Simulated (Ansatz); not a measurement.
A relaxation computed with Ansatz, from input to last step.

```yaml
crystal:
  lattice:
    - [4.44, 0.0, 0.0]
    - [0.0, 5.39, 0.0]
    - [0.0, 0.0, 3.37]
  atoms:
    - { symbol: Fe, position: [0.0, 0.0, 0.0] }
    - { symbol: Fe, position: [0.5, 0.5, 0.5] }
    - { symbol: S, position: [0.203, 0.375, 0.0] }
    - { symbol: S, position: [0.297, 0.875, 0.5] }
    - { symbol: S, position: [0.797, 0.625, 0.0] }
    - { symbol: S, position: [0.703, 0.125, 0.5] }
basis:
  ecutwfc: 420
kpoints:
  mp_grid: { grid: [6, 4, 8] }
hamiltonian:
  xc: pbe
  dispersion: d3bj
scf:
  occupations: { method: gaussian, width: 0.02 }
output:
  forces: true
  stress: true
  eigenvalues: true
relax:
  adjacent_minimum: "off"
  f_tol: 0.02
  max_steps: 70
  cell: { stress_tol: 0.1 }
```

```bash
ansatz run input.yaml --threads 2 --pin off --max-ram 5120MiB --backend cpu --events-out ev --progress --plain --runs-dir out
```

Method: DFT PBE+D3(BJ), scalar-relativistic, plane waves, PAW (Ansatz).

Of 6 frames 6 are shown, positions in Å and forces in eV/Å; the SCF threshold varies from step to step. Steps run on the plane waves of an earlier cell, with a Pulay correction in the pressure. The basis is chosen afresh for the last frame, the zero of the energies, and can be on the way; energy and pressure step there, also at an unchanged geometry. Spin polarisation was left out; whether the Fe atoms would carry moments isn't shown by this run.

```xyz
6
Lattice="4.4400 0.0000 0.0000 0.0000 5.3900 0.0000 0.0000 0.0000 3.3700" Properties=species:S:1:pos:R:3:forces:R:3 pbc="T T T" step=1 free_energy_over_end_meV_per_atom=4.14 pressure_GPa=-3.55
Fe    0.0000    0.0000    0.0000    0.0000    0.0000    0.0000
Fe    2.2200    2.6950    1.6850    0.0000    0.0000    0.0000
S     0.9013    2.0213    0.0000    0.1770    0.0530    0.0000
S     1.3187    4.7162    1.6850   -0.1770    0.0530    0.0000
S     3.5387    3.3687    0.0000   -0.1770   -0.0530    0.0000
S     3.1213    0.6737    1.6850    0.1770   -0.0530    0.0000
6
Lattice="4.3961 0.0000 0.0000 0.0000 5.3710 0.0000 0.0000 0.0000 3.3714" Properties=species:S:1:pos:R:3:forces:R:3 pbc="T T T" step=2 free_energy_over_end_meV_per_atom=0.71 pressure_GPa=-1.53
Fe    0.0000    0.0000    0.0000    0.0000    0.0000    0.0000
Fe    2.1981    2.6855    1.6857    0.0000    0.0000    0.0000
S     0.8999    2.0141    0.0000    0.0750    0.0340    0.0000
S     1.2982    4.6996    1.6857   -0.0750    0.0340    0.0000
S     3.4962    3.3569    0.0000   -0.0750   -0.0340    0.0000
S     3.0979    0.6714    1.6857    0.0750   -0.0340    0.0000
6
Lattice="4.3932 0.0000 0.0000 0.0000 5.3505 0.0000 0.0000 0.0000 3.3504" Properties=species:S:1:pos:R:3:forces:R:3 pbc="T T T" step=3 free_energy_over_end_meV_per_atom=-0.02 pressure_GPa=0.29
Fe    0.0000    0.0000    0.0000    0.0000    0.0000    0.0000
Fe    2.1966    2.6753    1.6752    0.0000    0.0000    0.0000
S     0.9019    2.0083    0.0000   -0.0010   -0.0040    0.0000
S     1.2947    4.6836    1.6752    0.0010   -0.0040    0.0000
S     3.4913    3.3422    0.0000    0.0010    0.0040    0.0000
S     3.0985    0.6670    1.6752   -0.0010    0.0040    0.0000
6
Lattice="4.3870 0.0000 0.0000 0.0000 5.3600 0.0000 0.0000 0.0000 3.3536" Properties=species:S:1:pos:R:3:forces:R:3 pbc="T T T" step=4 free_energy_over_end_meV_per_atom=-0.06 pressure_GPa=0.04
Fe    0.0000    0.0000    0.0000    0.0000    0.0000    0.0000
Fe    2.1935    2.6800    1.6768    0.0000    0.0000    0.0000
S     0.9004    2.0109    0.0000    0.0060    0.0060    0.0000
S     1.2930    4.6909    1.6768   -0.0060    0.0060    0.0000
S     3.4865    3.3490    0.0000   -0.0060   -0.0060    0.0000
S     3.0939    0.6691    1.6768    0.0060   -0.0060    0.0000
6
Lattice="4.3892 0.0000 0.0000 0.0000 5.3578 0.0000 0.0000 0.0000 3.3545" Properties=species:S:1:pos:R:3:forces:R:3 pbc="T T T" step=5 free_energy_over_end_meV_per_atom=-0.07 pressure_GPa=0.00
Fe    0.0000    0.0000    0.0000    0.0000    0.0000    0.0000
Fe    2.1946    2.6789    1.6772    0.0000    0.0000    0.0000
S     0.9015    2.0105    0.0000   -0.0020    0.0000    0.0000
S     1.2931    4.6894    1.6772    0.0020    0.0000    0.0000
S     3.4877    3.3473    0.0000    0.0020    0.0000    0.0000
S     3.0961    0.6684    1.6772   -0.0020    0.0000    0.0000
6
Lattice="4.3892 0.0000 0.0000 0.0000 5.3578 0.0000 0.0000 0.0000 3.3545" Properties=species:S:1:pos:R:3:forces:R:3 pbc="T T T" step=6 free_energy_over_end_meV_per_atom=0.00 pressure_GPa=-0.01
Fe    0.0000    0.0000    0.0000    0.0000    0.0000    0.0000
Fe    2.1946    2.6789    1.6772    0.0000    0.0000    0.0000
S     0.9015    2.0105    0.0000   -0.0020    0.0000    0.0000
S     1.2931    4.6894    1.6772    0.0020    0.0000    0.0000
S     3.4877    3.3473    0.0000    0.0020    0.0000    0.0000
S     3.0961    0.6684    1.6772   -0.0020    0.0000    0.0000
```

Time: 22 s on 2 threads of AMD EPYC 7B13 (Zen 3) (shared host), peak memory 0.51 GiB.